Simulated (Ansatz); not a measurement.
## MoSe₂, space group P6_3/mmc: cell relaxations under several functionals, step by step

Computed with the Python package of Ansatz (0.2.0).

Interactive session:
```pycon
>>> import ansatz
>>> import numpy as np
>>> def edges_and_angles(cell):
...     cell = np.asarray(cell)
...     a, b, c = np.linalg.norm(cell, axis=1)
...     cosines = cell[1] @ cell[2] / (b * c), cell[0] @ cell[2] / (a * c), cell[0] @ cell[1] / (a * b)
...     return (a, b, c, *np.degrees(np.arccos(cosines)))
...
>>> lattice = ansatz.Lattice.of(
...     (3.288, 0.0, 0.0),
...     (-1.644, 2.847492, 0.0),
...     (0.0, 0.0, 12.9),
... )
>>> sites = [
...     ("Mo", (1 / 3, 2 / 3, 0.25)),
...     ("Mo", (2 / 3, 1 / 3, 0.75)),
...     ("Se", (1 / 3, 2 / 3, 0.625)),
...     ("Se", (2 / 3, 1 / 3, 0.125)),
...     ("Se", (1 / 3, 2 / 3, 0.875)),
...     ("Se", (2 / 3, 1 / 3, 0.375)),
... ]
>>> structure = ansatz.Crystal(lattice=lattice)
>>> for symbol, position in sites:
...     structure = structure.atom(symbol, position)
...
>>> calc = (
...     structure.calculation()
...     .kpoints(9, 9, 2)
...     .occupations("Fermi-Dirac", width=100 * ansatz.meV)  # smearing steadies the SCF of a metal
...     .relax(cell=True, max_steps=60)
... )
>>> levels = [("lda", "none"), ("r2scan", "rvv10"), ("rpbe", "none"), ("r2scan", "d4")]
>>> print("level            a       b       c    alpha   beta  gamma  V/atom  steps")
level            a       b       c    alpha   beta  gamma  V/atom  steps
>>> for name, dispersion in levels:
...     seen = []
...     run = calc.functional(name, dispersion=dispersion).session().plan()
...     result = run.execute(on_event=lambda e: seen.append(e) if e["event"] == "relax_step" else None)
...     cell = result.lattice.cell_ang
...     label = name if dispersion == "none" else f"{name}+{dispersion}"
...     print("{:13s} {:7.4f} {:7.4f} {:7.4f} {:6.2f} {:6.2f} {:6.2f}".format(label, *edges_and_angles(cell)), f"{abs(np.linalg.det(cell)) / len(result.lattice.sites):7.3f} {len(seen):5d}")
...
DeckWarning: basis.ecutwfc = 420 eV, auto-derived from the records' recommended cutoffs: set by Mo (normal level)
lda            3.2484  3.2484 12.7410  90.00  90.00 120.00  19.406     6
DeckWarning: basis.ecutwfc = 500 eV, auto-derived from the records' recommended cutoffs: set by Mo (their level for a meta-GGA)
r2scan+rvv10   3.3055  3.3055 13.0958  90.00  90.00 120.00  20.653     6
rpbe           3.3493  3.3493 17.5585  90.00  90.00 120.00  28.430    18
r2scan+d4      3.3338  3.3338 13.1206  90.00  90.00 120.00  21.048    10
```

From smallest to largest: LDA (19.41 Å³ an atom, -3.6 % against the start), r2SCAN+RVV10 (20.65 Å³ an atom, +2.6 % against the start), r2SCAN+D4 (21.05 Å³ an atom, +4.6 % against the start) and RPBE (28.43 Å³ an atom, +41.2 % against the start). The spread is 46.5 % in volume.

Notes:
- The run is spin-unpolarised.
- Of the deposited cell: the entry's cell lengths or inner coordinates differ somewhat from later room-temperature determinations.
- The starting cell is as deposited in a crystallographic database; the results hold for this polymorph, which needn't be the stable one.
- Warnings are shown shortened and without file and line.
- Finished in 4.4 min on 1 thread of Intel(R) Xeon(R) 6975P-C (Granite Rapids) (shared host), peak memory 0.98 GiB.

(Lines on the test bed's own set-up are left out of the output.)
